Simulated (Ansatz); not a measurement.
# NaCl (Halite): a many-body input that goes wrong, and its mend

What is wrong with this input for NaCl (Halite)?

Main program and level: Ansatz 0.2.0; G0W0 on PBE, plane waves, PAW.

## 1. Set-up

The structure is cubic, space group Fm-3m (No. 225). Conventional cell: a = 5.640 Å, b = 5.640 Å, c = 5.640 Å, α = 90.00°, β = 90.00°, γ = 90.00°. Na has 6 Cl at 2.82 Å nearest. Nearest to Cl lie 6 Na at 2.82 Å. Farther neighbours and most contacts between anions are not listed.

The cell and positions come from the Crystallography Open Database and are kept as given unless a step says otherwise. The default PAW set here is soft_2. Its files were made with PBE.

## 2. First try

File input.yaml:

```yaml
crystal:
  lattice:
    - [0.0, 2.82005, 2.82005]
    - [2.82005, 0.0, 2.82005]
    - [2.82005, 2.82005, 0.0]
  atoms:
    - { symbol: Na, position: [0.0, 0.0, 0.0] }
    - { symbol: Cl, position: [0.5, 0.5, 0.5] }
kpoints:
  mp_grid: { grid: [1, 1, 1] }
hamiltonian:
  xc: pbe
scf:
  occupations: { method: fixed }
gw:
  n_empty_bands: 72
  ecut_chi: 80
  qp_bands: [v2, c2]
  qp_kpoints: band_edges
  screening: { model: contour_deformation }
```

Started as:

```bash
$ ansatz run input.yaml --threads 3 --pin off --max-ram 92160MiB --backend cuda --events-out ev --progress --plain --runs-dir out --devices 1 --max-vram 13GiB
```

Numbers of over 12 decimals in the logs are rounded to 6 here.

The program printed:

```text
GPUs: using 1 of 1 available (devices: 1).
Engine: ansatz 0.2.0, x86_64-unknown-linux-gnu
Pseudopotentials: kind: paw
Pseudopotential: Na, paw, valence charge 9, recommended cutoff 420 eV (normal), Na.paw.azcp
Pseudopotential: Cl, paw, valence charge 7, recommended cutoff 420 eV (normal), Cl.paw.azcp
Functional definition: PBE
  parameter kappa = 0.804
  parameter beta = 0.066725
  exchange = pbe_x(kappa = kappa, mu = beta*pi^2/3)
  correlation = pbe_c(beta = beta)
device memory: the entry about to start is reckoned to put 0.3 GiB on a device that reports 52.4 GiB free (of which the cap on the GPU budget leaves the run 13.0 GiB)
GPU FFT provider: cuFFT
GPU libraries: cuBLAS 13.8.2, cuFFT 12.4.0, cuSOLVER 12.3.4
Crystal: 2 atoms, lattice volume = 44.854 Å³
Basis set: ecut = 420 eV, 893 PW (Γ)
Bands: 12, of which v1, the nominal top of the filled ones, is band 8 counted from 1 (7 counted from 0)
Symmetry: 48 space group operations
Space group: Fm-3m (ITA 225), of the structure as read, at distance tolerance 3.6e-5 Å
k-points: 1
Non-local potential: Na, projectors of the file, l = 0: 3, l = 1: 2, l = 2: 1
Non-local potential: Cl, projectors of the file, l = 0: 2, l = 1: 2, l = 2: 2
PAW form: soft (Blöchl's): semilocal exchange-correlation on the pseudo side does not see the compensation charge
PAW one-centre angular grid: Na, 110 points (default); XC on 64 Gauss nodes
PAW one-centre angular grid: Cl, 110 points (default); XC on 64 Gauss nodes
Initial density: superposition of atomic densities (neutral atoms: chi_scale 0, normalization atom), corrected by the library's trained network
Initial wavefunctions: pseudopotential atomic-orbital guess
GPU buffer pool allocated for 19683 grid points (all kernels)
GPU transforms: local potential and band sums: pruned to the plane-wave sphere, on 25×25×25
Functional: x = pbe(κ = 0.804, μ = 0.219515), c = pbe(β = 0.066725)
SCF iter   1: F=—  HF=-2565.276371 eV  |F-HF|=—  |Δ(HF+E_count)|=         —  Δρ=3.64e-2  dr2=1.07e0  ethr=1.77e-3  ⟨swp⟩=5.0  Hψ=63  notcnv=0
preconditioner: auto → none  [insulator: Δε(μ)=5.105 eV  Ē_g=20.285 eV  n_scr=14 (ndim 8)  ℏωp=20.7 eV  f_vac=0.033  ε∞_Penn≈2.0]
SCF iter   2: F=—  HF=-2564.922834 eV  |F-HF|=—  |Δ(HF+E_count)|=   3.54e-1  Δρ=1.03e-2  dr2=4.27e-2  ethr=1.77e-3  ⟨swp⟩=3.0  Hψ=31  notcnv=0
SCF iter   3: F=—  HF=-2564.928279 eV  |F-HF|=—  |Δ(HF+E_count)|=   5.44e-3  Δρ=4.72e-3  dr2=7.13e-3  ethr=2.67e-4  ⟨swp⟩=2.0  Hψ=16  notcnv=0
SCF iter   4: F=—  HF=-2564.924691 eV  |F-HF|=—  |Δ(HF+E_count)|=   3.59e-3  Δρ=2.61e-4  dr2=2.76e-5  ethr=4.45e-5  ⟨swp⟩=3.0  Hψ=20  notcnv=0
SCF iter   5: F=—  HF=-2564.924686 eV  |F-HF|=—  |Δ(HF+E_count)|=   4.96e-6  Δρ=6.93e-5  dr2=1.05e-6  ethr=1.73e-7  ⟨swp⟩=2.0  Hψ=20  notcnv=0
SCF iter   6: F=-2564.924687 eV  HF=-2564.924687 eV  |F-HF|=2.76e-8  |Δ(HF+E_count)|=   1.04e-6  Δρ=1.11e-5  dr2=5.61e-8  ethr=6.25e-10  ⟨swp⟩=5.0  Hψ=52  notcnv=0
SCF 1 converged in 6 iterations: F = -2564.924687 eV  dr2 = 5.61e-8
[...]
device memory: the entry about to start is reckoned to put 0.4 GiB on a device that reports 52.3 GiB free (of which the cap on the GPU budget leaves the run 13.0 GiB)
NSCF: frozen V_eff on 1 k-points
[...]
device memory: the entry about to start is reckoned to put 0.5 GiB on a device that reports 51.1 GiB free (of which the cap on the GPU budget leaves the run 13.0 GiB)
NSCF: frozen V_eff on 1 k-points
G₀W₀ screening: q 1/1
G₀W₀ self-energy: k 1/1
device memory: the entry about to start is reckoned to put 0.3 GiB on a device that reports 49.6 GiB free (of which the cap on the GPU budget leaves the run 13.0 GiB)
NSCF: frozen V_eff on 1 k-points
device memory: the entry about to start is reckoned to put 0.3 GiB on a device that reports 50.3 GiB free (of which the cap on the GPU budget leaves the run 13.0 GiB)
NSCF: frozen V_eff on 1 k-points
device memory: the entry about to start is reckoned to put 0.3 GiB on a device that reports 50.4 GiB free (of which the cap on the GPU budget leaves the run 13.0 GiB)
NSCF: frozen V_eff on 1 k-points
device memory: the entry about to start is reckoned to put 0.3 GiB on a device that reports 50.5 GiB free (of which the cap on the GPU budget leaves the run 13.0 GiB)
NSCF: frozen V_eff on 1 k-points
SCF converged after 6 iterations
Free energy (F): -2564.924687 eV
Harris-Foulkes:  -2564.924687 eV  (|F-HF|=2.76e-8)
Internal energy: -2564.924687 eV  (E = F + TS)
E sigma→0 (E₀):  -2564.924687 eV
Fermi energy:    2.507785 eV
--- Per-component energies (eV) ---
  E_band       = -222.918043
  E_kinetic    = 296.360689
  E_local      = -1542.821924  (includes V_loc(G=0)·N_el)
  E_nonlocal   = 143.939800
  E_hartree    = 547.382262
  E_xc         = -149.500489
  E_vxc        = -176.605169  (∫ρ·V_xc dr)
  E_paw        = -924.148039  (= ΣΔE_a)
  E_vpaw       = -38.550457  (= ΣTr[D̂ρ^β])
  E_aug_tail   = 0.000065  (compensation charges beyond the density's cutoff)
  E_ewald      = -936.137051
  E_smearing   = -0.000000  (= −TS)
  E_closure    = 0.000000  (closes the sum)
  Σ components = -2564.924687   (vs F -2564.924687, Δ=0.00e0)
--- Band table (eV) ---
  k-point 0: bands = [... 4 lower, -9.9846, 2.5078, 2.5078, 2.5078, 6.6841, 12.6738, 12.6738, 12.6738]
--- G₀W₀: contour deformation, 6 samples at zero and on the imaginary axis and 1 off it, 1 q-point, 72 empty bands' worth ---
  eigenvalues of the whole cell's RPA ε∞ on this k-mesh (on a slab, of 1 + 4πα/V) = 8.9064, 8.9064, 8.9064; static W/v taken at q = 0 is 0.112279
  gw.qp_kpoints: band_edges: 1 of 1 stored k-point solved, in 1 pass; an edge of the gap read off the rows below is read off those points alone
    ik  band        ε_KS         Σx   Σc(E_QP)       V_xc       Z   E_QP_lin       E_QP  E_QP is
     0     7      2.5078   -22.7602     5.4527   -16.5833  0.7197     1.7735     1.7836  root
     0     8      2.5078   -22.7602     5.4527   -16.5833  0.7197     1.7735     1.7836  root
     0     9      6.6841    -4.2856    -5.4766    -9.0631  0.7458     5.9933     5.9850  root
     0    10     12.6738    -2.6144    -5.7383    -7.8071  0.7436    12.1335    12.1282  root
```

Elapsed: 5.6 s, on 1 × NVIDIA H100 80GB HBM3 (shared by 6 runs) with 3 threads of AMD EPYC 7R13 (Zen 3), shared host; peak memory 0.99 GiB; 3.5 s of CPU time.

Reading the cycles: dr2 is the Hartree energy of the density residual (eV), the measure of convergence; HF is the Harris–Foulkes estimate of the energy, which meets the free energy F at convergence.

Q: What is the fault?

The run ended normally, though the input holds a fault or crude settings.

The fault: G0W0 on a mesh far too coarse. So few points can't sample the density or the screening, and the band edges may lie elsewhere in the zone.

It printed a gap of 4.20 eV, which is an artefact of the settings.

## 3. A better input

Now the one-shot GW correction: screening in the RPA, then the self-energy of the levels asked for.

input.yaml, the sections that differ from step 2:

```yaml
kpoints:
  mp_grid: { grid: [6, 6, 6] }
gw:
  n_empty_bands: 133
  ecut_chi: 120
  qp_bands: [v2, c2]
  qp_kpoints: band_edges
  screening: { model: contour_deformation }
# crystal, hamiltonian, scf: as in step 2
```

The program printed:

```text
GPUs: using 1 of 1 available (devices: 1).
[...]
GPU FFT provider: cuFFT
GPU libraries: cuBLAS 13.8.2, cuFFT 12.4.0, cuSOLVER 12.3.4
Crystal: 2 atoms, lattice volume = 44.854 Å³
Basis set: ecut = 420 eV, 893 PW (Γ)
Bands: 12, of which v1, the nominal top of the filled ones, is band 8 counted from 1 (7 counted from 0)
[... 1 set-up line as in the run before ...]
[...]
k-points: 16 of 216
[...]
GPU buffer pool allocated for 19683 grid points (all kernels)
[...]
SCF iter   1: F=—  HF=-2569.552052 eV  |F-HF|=—  |Δ(HF+E_count)|=         —  Δρ=9.47e-4  dr2=5.57e-4  ethr=1.77e-3  ⟨swp⟩=4.9  Hψ=979  notcnv=0  defer=24
[...]
SCF iter   8: F=-2569.551913 eV  HF=-2569.551913 eV  |F-HF|=7.71e-9  |Δ(HF+E_count)|=   4.34e-8  Δρ=3.82e-6  dr2=1.05e-8  ethr=6.25e-10  ⟨swp⟩=4.1  Hψ=655  notcnv=0
SCF 1 converged in 8 iterations: F = -2569.551913 eV  dr2 = 1.05e-8
[...]
0     7      1.1046   -21.1212     2.4585   -16.7875  0.7995    -0.8112    -0.7706  root
     0     8      1.1046   -21.1212     2.4585   -16.7875  0.7995    -0.8112    -0.7706  root
     0     9      6.2117    -5.2537    -3.1340    -9.2169  0.8599     7.0457     7.0409  root
     0    10     12.1378    -3.6858    -3.5574    -8.4594  0.8453    13.3692    13.3540  root
     1     7      1.0358   -21.0260     2.4744   -16.6622  0.7991    -0.8953    -0.8536  root
     1     8      1.0358   -21.0260     2.4744   -16.6622  0.7991    -0.8953    -0.8536  root
     1     9      7.0239    -5.8650    -3.1767    -9.9359  0.8542     7.9240     7.9181  root
     1    10     11.3796    -3.7310    -3.4829    -8.2883  0.8454    12.4658    12.4540  root
[...]
13     7      0.3627   -20.2042     2.6106   -15.5885  0.7967    -1.6952    -1.6424  root
    13     8      0.6826   -20.5805     2.5471   -16.0803  0.7976    -1.3179    -1.2705  root
    13     9      9.4595    -5.8757    -3.4586   -10.4636  0.8442    10.6008    10.5889  root
    13    10     10.2616    -4.0074    -3.3324    -8.3231  0.8485    11.2538    11.2449  root
[key lines of the parts left out:]
SCF converged after 8 iterations
Free energy (F): -2569.551913 eV
Fermi energy:    1.104588 eV
```

The job ended after 17 s (1 × NVIDIA H100 80GB HBM3 (shared by 6 runs) with 3 threads; peak memory 1.1 GiB; 24 s of CPU time).

Numbers from this step:

```
bands summed                                 : 141
RPA ε∞ on this mesh (eigenvalues)            : 2.338, 2.338, 2.338
plane waves in the screening matrix          : 137
q-points in the mesh                         : 216
G0W0 gap on the mesh                         : 7.812 eV
k of the valence top                         : 0, 0, 0
k of the conduction bottom                   : 0, 0, 0
starting gap on the mesh                     : 5.107 eV
Z at the valence top                         : 0.7995
Z at the conduction bottom                   : 0.8599
least direct G0W0 gap on the computed points : 7.812 eV
```

The gap on the mesh goes from 5.11 eV to 7.81 eV, a correction of +2.70 eV. Between the two edge states, bare exchange in place of the xc potential would open the gap by 8.30 eV, and correlation takes back 5.59 eV.

## 4. Results

| Property | Result |
| --- | --- |
| first try | converged after 5.6 s |
| better run | G0W0 gap on the mesh 7.81 eV (6×6×6 mesh, 133 empty bands, screening to 120 eV) |

**Reading.** The second run differs in: mesh, empty bands and screening cutoff (eV). Bands and cutoff are finite, so the gap is not at the basis limit. The miss can reach some tenths of an eV and take either sign; the mesh is an error of its own.

[Paths, hosts, dates, memory and timing lines, banners, echoed tables and standing remarks are left out of the program output.]

[Logs are printed without paths, hosts, clocks, repeated set-up lines and the standing remarks that a program may print on its own settings, such as how far it seeks lower states.]

[Runs of the session that timed out or met a known fault of the program may be left out.]

[Cells called generated may have been cut or substituted from an entry of the Crystallography Open Database or the Materials Project.]

[Hosts, paths, dates, database ids (printed as entryN), source tags and the programs' standing remarks are cut or masked in the printed files.]
